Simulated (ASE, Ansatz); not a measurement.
## Electronic structure of generalised stacking fault on (110) of a LiCl-LiBr solid solution (56 atoms)

Aim: energy, forces, charges and density of states of generalised stacking fault on (110) of a LiCl-LiBr solid solution (56 atoms) at a fixed geometry.

Program: Ansatz 0.2.0. Level of theory: Kohn-Sham DFT, PBE, PAW (set soft_2), plane waves. Results are calculated unless marked as measured.

## 1. Set-up

The cell holds 56 atoms: 28 Li, 10 Br and 18 Cl. Its edges and angles: a = 7.448 Å, b = 5.266 Å, c = 26.415 Å, α = 90.0°, β = 83.9°, γ = 90.0°. It derives from LiCl and LiBr. Rock-salt LiCl lattice (a = 5.2663 Å, the value set for the mixture), cell with z along [110], 2 x 1 x 7 periods; the third cell vector is tilted by 0.750 of 1/2[1-10] and lengthened by 0.2 Å, so the cell holds one fault; displaced by a Gaussian of 0.01 Å; 10 of 28 Cl sites given to Br at random (lattice constant by Vegard's rule between LiCl and LiBr).

Limits known from the start: The cell is under 6 Å thick along one periodic direction, so every atom has periodic images of itself close by, which move with it and show among its neighbours and in g(r). The host structure and its lattice constant were typed by rule, without a check against the phase diagram.

## 2. Plane-wave single point

The electrons are solved once, with the atoms held.

input.yaml

```yaml
crystal:
  lattice:
    - [7.44767, 0.0, 0.0]
    - [0.0, 5.2663, 0.0]
    - [2.79288, 0.0, 26.26686]
  atoms:
    - { symbol: Li, position: [0.62979, 0.00218, 0.992] }
    - { symbol: Br, position: [0.72329, 0.0014, 0.07085] }
    - { symbol: Li, position: [0.94731, 0.99891, 0.14148] }
    - { symbol: Cl, position: [0.66925, 0.00223, 0.21221] }
    - { symbol: Li, position: [0.89476, 0.00101, 0.28303] }
    - { symbol: Cl, position: [0.61642, 0.00063, 0.35393] }
    - { symbol: Li, position: [0.83919, 0.00064, 0.42515] }
    - { symbol: Cl, position: [0.56388, 0.00185, 0.49638] }
    - { symbol: Li, position: [0.78948, 0.00041, 0.56668] }
    - { symbol: Cl, position: [0.51201, 0.00094, 0.63754] }
    - { symbol: Li, position: [0.73567, 0.00077, 0.70841] }
    - { symbol: Cl, position: [0.45786, 0.99799, 0.77951] }
    - { symbol: Li, position: [0.68054, 0.9998, 0.85007] }
    - { symbol: Cl, position: [0.4047, 0.00101, 0.92026] }
    - { symbol: Li, position: [0.12955, 0.00418, 0.99257] }
    - { symbol: Br, position: [0.2244, 0.00428, 0.07067] }
    - { symbol: Li, position: [0.44594, 0.00107, 0.14098] }
    - { symbol: Cl, position: [0.16863, 0.00244, 0.2126] }
    - { symbol: Li, position: [0.39299, 0.00086, 0.28323] }
    - { symbol: Br, position: [0.11631, 0.99656, 0.35332] }
    - { symbol: Li, position: [0.33935, 0.00205, 0.42486] }
    - { symbol: Cl, position: [0.06569, 0.99816, 0.49573] }
    - { symbol: Li, position: [0.28786, 0.00032, 0.5666] }
    - { symbol: Cl, position: [0.01302, 0.00087, 0.63782] }
    - { symbol: Li, position: [0.2356, 0.99943, 0.70851] }
    - { symbol: Cl, position: [0.95792, 0.99911, 0.77891] }
    - { symbol: Li, position: [0.17707, 0.99848, 0.84995] }
    - { symbol: Cl, position: [0.90424, 0.99613, 0.92143] }
    - { symbol: Li, position: [0.22641, 0.5052, 0.07052] }
    - { symbol: Cl, position: [0.94995, 0.4995, 0.14101] }
    - { symbol: Li, position: [0.17085, 0.5011, 0.2122] }
    - { symbol: Cl, position: [0.89383, 0.50118, 0.28328] }
    - { symbol: Li, position: [0.11601, 0.49792, 0.35374] }
    - { symbol: Br, position: [0.83795, 0.49807, 0.42484] }
    - { symbol: Li, position: [0.06608, 0.49838, 0.49532] }
    - { symbol: Cl, position: [0.78721, 0.49676, 0.56652] }
    - { symbol: Li, position: [0.01412, 0.49957, 0.63784] }
    - { symbol: Cl, position: [0.73301, 0.50368, 0.70815] }
    - { symbol: Li, position: [0.95785, 0.50033, 0.77933] }
    - { symbol: Cl, position: [0.682, 0.49983, 0.85063] }
    - { symbol: Li, position: [0.90294, 0.50126, 0.92124] }
    - { symbol: Cl, position: [0.62968, 0.50093, 0.99157] }
    - { symbol: Li, position: [0.72459, 0.50282, 0.07082] }
    - { symbol: Br, position: [0.446, 0.50002, 0.14193] }
    - { symbol: Li, position: [0.67046, 0.49862, 0.21185] }
    - { symbol: Br, position: [0.39414, 0.50284, 0.28276] }
    - { symbol: Li, position: [0.61838, 0.49897, 0.3542] }
    - { symbol: Br, position: [0.33882, 0.50279, 0.42484] }
    - { symbol: Li, position: [0.56467, 0.49823, 0.49621] }
    - { symbol: Cl, position: [0.28608, 0.49874, 0.56729] }
    - { symbol: Li, position: [0.51086, 0.49871, 0.6377] }
    - { symbol: Br, position: [0.23414, 0.49958, 0.70849] }
    - { symbol: Li, position: [0.45755, 0.50001, 0.77954] }
    - { symbol: Br, position: [0.17897, 0.50152, 0.85002] }
    - { symbol: Li, position: [0.40358, 0.49745, 0.92088] }
    - { symbol: Br, position: [0.12703, 0.50399, 0.99235] }
kpoints:
  mp_grid: { grid: [2, 3, 1] }
hamiltonian:
  xc: pbe
scf:
  occupations: { method: gaussian, width: 0.025 }
output:
  forces: true
  stress: true
  populations: true
  dos:
    method: { smearing: { sigma: 0.08 } }
    de: 0.1
    projected: { site_lists: { Br: [Br], Cl: [Cl], Li: [Li] } }
  eigenvalues: true
  write_density: true
  write_potential: true
  volumetric_format: npy
```

On the command line:

```
ansatz run input.yaml --threads 8 --pin off --max-ram 15872MiB --backend cpu --events-out ev --progress --plain --runs-dir out
```

Numbers of over 12 decimals in the logs are rounded to 6 here.

Log:

```text
Engine: ansatz 0.2.0, aarch64-unknown-linux-gnu
Pseudopotentials: kind: paw
Pseudopotential: Li, paw, valence charge 3, recommended cutoff 420 eV (normal), Li.paw.azcp
Pseudopotential: Br, paw, valence charge 7, recommended cutoff 420 eV (normal), Br.paw.azcp
Pseudopotential: Cl, paw, valence charge 7, recommended cutoff 420 eV (normal), Cl.paw.azcp
Functional definition: PBE
  parameter kappa = 0.804
  parameter beta = 0.066725
  exchange = pbe_x(kappa = kappa, mu = beta*pi^2/3)
  correlation = pbe_c(beta = beta)
Crystal: 56 atoms, lattice volume = 1030.230 Å³
Basis set: ecut = 420 eV, 20203 PW (Γ), exchange–correlation on 100×72×360 points (8 copies of the dense FFT grid, shifted against one another)
Bands: 196, of which v1, the nominal top of the filled ones, is band 140 counted from 1 (139 counted from 0)
Symmetry: 1 space group operations
Space group: P1 (ITA 1), of the structure as read, at distance tolerance 1.0e-4 Å
k-points: 4 of 6 (time reversal used)
Non-local potential: Li, projectors of the file, l = 0: 3, l = 1: 2, l = 2: 1
Non-local potential: Br, projectors of the file, l = 0: 2, l = 1: 2, l = 2: 2
Non-local potential: Cl, projectors of the file, l = 0: 2, l = 1: 2, l = 2: 2
PAW form: soft (Blöchl's): semilocal exchange-correlation on the pseudo side does not see the compensation charge
PAW one-centre angular grid: Li, 110 points (default); XC on 64 Gauss nodes
PAW one-centre angular grid: Br, 110 points (default); XC on 64 Gauss nodes
PAW one-centre angular grid: Cl, 110 points (default); XC on 64 Gauss nodes
Initial density: superposition of atomic densities (neutral atoms: chi_scale 0, normalization atom), corrected by the library's trained network
Initial wavefunctions: pseudopotential atomic-orbital guess
Functional: x = pbe(κ = 0.804, μ = 0.219515), c = pbe(β = 0.066725)
SCF iter   1: F=—  HF=-53089.109240 eV  |F-HF|=—  |Δ(HF+E_count)|=         —  Δρ=3.44e-4  dr2=5.75e-3  ethr=1.77e-3  ⟨swp⟩=9.2  Hψ=3928  notcnv=0  defer=121
preconditioner: auto → Resta (q_TF=auto, 2.196 Å⁻¹)  ε∞=2.9  [insulator: Δε(μ)=5.386 eV  Ē_g=12.492 eV  σ=0.025 eV  W_gap=1.00  n_scr=186 (ndim 8)  ℏωp=17.3 eV  f_vac=0.000  D(μ)=0.00/eV (n_scr^D=0)  ε∞_Penn≈2.9]
SCF iter   2: F=—  HF=-53089.106825 eV  |F-HF|=—  |Δ(HF+E_count)|=   2.41e-3  Δρ=2.21e-4  dr2=2.28e-3  ethr=2.05e-6  ⟨swp⟩=3.5  Hψ=1718  notcnv=0  defer=171
SCF iter   3: F=—  HF=-53089.105999 eV  |F-HF|=—  |Δ(HF+E_count)|=   8.26e-4  Δρ=1.11e-4  dr2=3.21e-4  ethr=8.15e-7  ⟨swp⟩=2.0  Hψ=934  notcnv=0  defer=171
SCF iter   4: F=—  HF=-53089.105932 eV  |F-HF|=—  |Δ(HF+E_count)|=   6.67e-5  Δρ=5.15e-5  dr2=7.62e-5  ethr=1.15e-7  ⟨swp⟩=2.0  Hψ=767  notcnv=0  defer=171
SCF iter   5: F=—  HF=-53089.105307 eV  |F-HF|=—  |Δ(HF+E_count)|=   6.25e-4  Δρ=1.47e-5  dr2=3.81e-6  ethr=2.72e-8  ⟨swp⟩=2.0  Hψ=1344  notcnv=0  defer=200
SCF iter   6: F=—  HF=-53089.105307 eV  |F-HF|=—  |Δ(HF+E_count)|=   2.38e-7  Δρ=3.64e-6  dr2=2.20e-7  ethr=1.36e-9  ⟨swp⟩=2.0  Hψ=921  notcnv=0  defer=200
SCF iter   7: F=-53089.105307 eV  HF=-53089.105307 eV  |F-HF|=1.03e-8  |Δ(HF+E_count)|=   1.97e-8  Δρ=1.11e-6  dr2=2.20e-8  ethr=3.57e-11  ⟨swp⟩=29.2  Hψ=8085  notcnv=0
SCF 1 converged in 7 iterations: F = -53089.105307 eV  dr2 = 2.20e-8
  greatest PAW one-centre occupation: 1.000 electrons in one spin orbital (limit 2), on the Li atom at site 14 (counted from 0), in its partial waves of l = 0
SCF converged after 7 iterations
Free energy (F): -53089.105307 eV
Harris-Foulkes:  -53089.105307 eV  (|F-HF|=1.03e-8)
Internal energy: -53089.105307 eV  (E = F + TS)
E sigma→0 (E₀):  -53089.105307 eV
Fermi energy:    4.773044 eV
--- Per-component energies (eV) ---
  E_band       = -2895.403498
  E_kinetic    = 4867.720176
  E_local      = -9163.504885  (includes V_loc(G=0)·N_el)
  E_nonlocal   = 287.939146
  E_hartree    = 2590.385903
  E_xc         = -4897.565449
  E_vxc        = -3650.166401  (∫ρ·V_xc dr)
  E_paw        = -34923.391391  (= ΣΔE_a)
  E_vpaw       = -418.167803  (= ΣTr[D̂ρ^β])
  E_aug_tail   = 0.002064  (compensation charges beyond the density's cutoff)
  E_ewald      = -11850.690872
  E_smearing   = -0.000000  (= −TS)
  E_closure    = 0.000000  (closes the sum)
  Σ components = -53089.105307   (vs F -53089.105307, Δ=0.00e0)
--- Forces (eV/Å), atoms counted from 1 ---
  atom   1  Li    -0.32104223    -0.00270421    -0.98360785
  atom   2  Br     0.53365751    -0.00638859     0.71000934
  atom   3  Li     0.01254952     0.00753625     0.19645587
  atom   4  Cl     0.08443818    -0.01452939     0.01963385
  atom   5  Li    -0.14684042    -0.00044725    -0.14282193
  atom   6  Cl     0.02473706     0.00774892    -0.00897893
  atom   7  Li    -0.11912561    -0.01883863     0.11230086
  atom   8  Cl    -0.00404752    -0.02836495     0.02820145
  atom   9  Li    -0.01302056     0.00018403     0.01454557
  atom  10  Cl     0.02695351    -0.01293426    -0.02194775
  atom  11  Li    -0.01278140    -0.00487569    -0.01092562
  atom  12  Cl     0.05854448     0.03283940    -0.00493771
  atom  13  Li    -0.00742893    -0.00189302     0.00651998
  atom  14  Cl     0.06451198     0.00992454     0.13235571
[...]
atom  55  Li     0.23263899     0.00743896     0.05650709
  atom  56  Br    -0.52174984    -0.03108887    -0.82703106
  max |Σ_I F_I| component: 1.56e-4 eV/Å
--- Stress (GPa, compression-positive) ---
        0.752619      -0.004512       0.486142
       -0.004512       0.535848       0.000616
        0.486142       0.000616       1.014389
  P = ⅓ Tr σ = 0.7676 GPa (7.676 kbar)
--- Band table (eV) ---
  k-point 0: bands = ["-42.1222", "-42.1139", "-42.1052", "-42.1003", [... 180 levels ...], "11.0050", "11.1092", "11.2124", "11.2186", "11.2293", "11.2709", "11.2835", "11.3211", "11.3895", "11.4092", "11.4322", "11.4754"]
[...]
--- Löwdin populations: 56 sites ---
  site symbol       q [e]
     0     Li      2.3263
     1     Br      7.5554
     2     Li      2.3401
[...]
55     Br      7.5540
  spilling = 0.006212 (of n_electrons = 280.000000)
```

Wall time 24 s (8 threads of Arm Neoverse V2, shared host); peak memory 3.1 GiB.

Reading the cycles: dr2 is the Hartree energy of the density residual (eV), the measure of convergence; HF is the Harris–Foulkes estimate of the energy, which meets the free energy F at convergence.

The run gave:

```
free energy                                      : -53089.1053 eV
free energy per atom                             : -948.0197 eV/atom
SCF cycles                                       : 7
pressure                                         : 0.7676 GPa
r.m.s. force component                           : 0.206 eV/Å
longest force                                    : 1.091 eV/Å
Fermi energy                                     : 4.773 eV
gap (highest filled to lowest empty level) : 5.452 eV
spilling of the projection                       : 0.006212
```

Neighbours are counted within 3.06 Å (Li-Cl), 3.02 Å (Li-Br).

Length of the force by element and coordination:

| element | coordination | atoms | mean length of the force (eV/Å) | spread | least | most |
| --- | --- | --- | --- | --- | --- | --- |
| Br | all | 10 | 0.342 | 0.406 | 0.0242 | 1.01 |
| Br | 5 | 3 | 0.959 | 0.0517 | 0.888 | 1.01 |
| Br | 6 | 7 | 0.0769 | 0.0315 | 0.0242 | 0.126 |
| Cl | all | 18 | 0.0939 | 0.11 | 0.0274 | 0.533 |
| Cl | 5 | 1 | 0.533 | 0 | 0.533 | 0.533 |
| Cl | 6 | 17 | 0.0681 | 0.0286 | 0.0274 | 0.148 |
| Li | all | 28 | 0.262 | 0.269 | 0.0101 | 1.09 |
| Li | 5 | 4 | 0.813 | 0.312 | 0.299 | 1.09 |
| Li | 6 | 24 | 0.170 | 0.0934 | 0.0101 | 0.278 |

Löwdin charges by element and coordination (they lack the spilled electrons, 0.031 e an atom on average):

```csv
element,coordination,atoms,mean charge (e),spread,least,most
Br,all,10,-0.547,0.0061,-0.559,-0.541
Br,5,3,-0.556,0.0019,-0.559,-0.554
Br,6,7,-0.543,0.0014,-0.546,-0.541
Cl,all,18,-0.629,0.0027,-0.639,-0.626
Cl,5,1,-0.639,0,-0.639,-0.639
Cl,6,17,-0.628,0.0015,-0.632,-0.626
Li,all,28,0.662,0.0142,0.628,0.686
Li,5,4,0.656,0.0116,0.642,0.674
Li,6,24,0.663,0.0144,0.628,0.686
```

Density of states as counts of states in windows of 1 eV (from the Fermi level), total and the larger projections:

| from (eV) | to (eV) | total | Cl p | Br p | Li s | Cl s | Br s |
| --- | --- | --- | --- | --- | --- | --- | --- |
| -18 | -17 | 0.0 | 0.0 | 0.0 | 0.0 | 0.0 | 0.0 |
| -17 | -16 | 9.8 | 0.0 | 0.0 | 2.3 | 4.7 | 2.7 |
| -16 | -15 | 46.2 | 0.0 | 0.0 | 2.2 | 28.7 | 15.2 |
| -15 | -6 | 0.0 | 0.0 | 0.0 | 0.0 | 0.0 | 0.0 |
| -6 | -5 | 42.5 | 24.4 | 14.1 | 3.4 | 0.2 | 0.1 |
| -5 | -4 | 50.0 | 34.1 | 13.2 | 1.6 | 0.2 | 0.2 |
| -4 | -3 | 69.1 | 43.0 | 25.0 | 0.3 | 0.0 | 0.0 |
| -3 | -2 | 6.4 | 1.8 | 4.6 | 0.0 | 0.0 | 0.0 |
| -2 | 2 | 0.0 | 0.0 | 0.0 | 0.0 | 0.0 | 0.0 |
| 2 | 3 | 0.3 | 0.0 | 0.0 | 0.2 | 0.1 | 0.1 |
| 3 | 4 | 10.6 | 0.3 | 0.2 | 3.6 | 0.6 | 0.4 |
| 4 | 5 | 33.5 | 0.8 | 0.5 | 12.5 | 0.8 | 0.6 |

The curve was stored every 0.10 eV, coarse against its broadening of 0.08 eV, so these counts are rough.

The stored curve holds about 224 of the 280 electrons; the rest, give or take the few that broadening carries across the Fermi level, lie in deeper levels below its range.

The levels nearest the highest filled one (over half full), pooled over k-points and spins:

| level less the highest filled one (eV) | occupation |
| --- | --- |
| -0.202 | 2 |
| -0.189 | 2 |
| -0.151 | 2 |
| -0.108 | 2 |
| -0.0929 | 2 |
| 0 | 2 |
| 5.45 | 0 |
| 5.87 | 0 |
| 5.93 | 0 |
| 6.16 | 0 |
| 6.24 | 0 |
| 6.28 | 0 |

Valence density in the ca plane at fractional y = 0.000, with atoms of Li and Br and Cl within 0.2 Å of it. It is the smooth field of the valence electrons, not physical close to the nuclei.

Ten steps, logarithmic in the rise over the least value, from '0' (0.0 e/Å³) to '9' (7.4 e/Å³), each cell a mean:
```
00000110279830111112551123332110123565421012
00112221169720000005994111111145212333211001
01234443124311111104884000000389710111113541
01355554210012343211341111110279710000017983
12455455310124566431001234432135311111116983
32455255421135666642001356653100112343212441
73355555320135645642102466665210124565421001
83245554310124666642002465365310135666531002
51123332211013455431002466665310136636642012
00001111146311233221001245654210135666642013
00001110279820111112551123332100023565431012
00112221169720000005994011111145212333211001
01234443124311111104884101100389610111113541
01355554210012343211442122211279710000016983
12455455310124566431001234432135311111116983
32455355420135666642012455553210113343212541
73355555320135645642112455554310134665421001
84245554310124666642112554355310136666531002
51123332211013455531012455555310136636641012
00001111146411233221011345554210135666631012
```
Columns run along c (16.0 Å, from fractional 0.00 to 0.61 of the cell), rows up along a (7.4 Å). Atoms in or near the plane, at fractional coordinates: Br at (0.07, 0.72), Li at (0.14, 0.95), Cl at (0.21, 0.67), Li at (0.28, 0.89), Cl at (0.35, 0.62), Li at (0.43, 0.84), Cl at (0.50, 0.56), Li at (0.57, 0.79), Br at (0.07, 0.22), Li at (0.14, 0.45), Cl at (0.21, 0.17), Li at (0.28, 0.39), Br at (0.35, 0.12), Li at (0.42, 0.34) and more.

Electrostatic potential energy in the ca plane at fractional y = 0.000, with atoms of Li and Br and Cl within 0.2 Å of it. With pseudopotentials it is smooth inside the atoms' cores, unlike the true potential.

Ten even steps from '0' (-54 eV) to '9' (8 eV), each cell a mean:
```
99999999853479999997668999999999999766899999
99999999864579999986336999999876799999999999
99998899987799999997446999999743589999997678
99973248999999999998778999999853589999985347
99830005999998656899999999999976799999986447
79830003899997311599999975579999999999998778
58861005999997200489999841148999998657999999
47987568999998422589999830027999996212699999
68999999998999866899999962137999995101599999
99999999876799999999999987679999997312699999
99999999853489999997668999999999999766899999
99999999864589999996336999999876799999999999
99998899987799999997446999999743589999997678
99963248999999999998778999999853589999985347
99830005999998656899999998899976799999986347
78830003899997311599999863369999999999998678
57861015999997200389999720017999998656999999
47987568999998422589999710006999996212699999
68999999998999866899999830017999995101599999
89999999875789999999999985468999997312699999
```
Columns run along c (16.0 Å, from fractional 0.00 to 0.61 of the cell; values clipped at the 3rd and 97th percentile), rows up along a (7.4 Å). Atoms in or near the plane, at fractional coordinates: Br at (0.07, 0.72), Li at (0.14, 0.95), Cl at (0.21, 0.67), Li at (0.28, 0.89), Cl at (0.35, 0.62), Li at (0.43, 0.84), Cl at (0.50, 0.56), Li at (0.57, 0.79), Br at (0.07, 0.22), Li at (0.14, 0.45), Cl at (0.21, 0.17), Li at (0.28, 0.39), Br at (0.35, 0.12), Li at (0.42, 0.34) and more.

Mean Löwdin charges: Br -0.55, Cl -0.63, Li +0.66 e (they miss 0.62 % of the electrons, so they add up to more than the cell's charge).

(Continued in part 2 of 2.)

[Logs are printed without paths, hosts, clocks, repeated set-up lines and the standing remarks that a program may print on its own settings, such as how far it seeks lower states.]

[Hosts, paths, dates, database ids (printed as entryN), source tags and the programs' standing remarks are cut or masked in the printed files.]
